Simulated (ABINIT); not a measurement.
Ta:

```
Ta
1.0
    -1.65128    1.65128    1.65128
     1.65128   -1.65128    1.65128
     1.65128    1.65128   -1.65128
Ta
1
Direct
  0.00000 0.00000 0.00000
```

Base run:

| Quantity | Value |
| --- | --- |
| Program | ABINIT 10.8.3 (patched build) |
| Functional | LDA |
| Potentials or basis | PseudoDojo NC SR LDA v0.4.1 standard |
| Cutoff | 707 eV |
| k mesh | 8 × 8 × 8 |
| Occupations | fermi-dirac, width 0.05 eV |
| Spin | no spin polarisation |

Its results: band gap on the k mesh none (metal or under the smearing width); pressure -12.2 GPa.

Q: The run is repeated on the same cell with these changes: functional from LDA to PBE; potentials or basis from PseudoDojo NC SR LDA v0.4.1 standard to PseudoDojo NC SR PBE v0.4.1 standard. What comes out?

A: Band gap on the k mesh none (metal or under the smearing width); pressure 0.7 GPa.
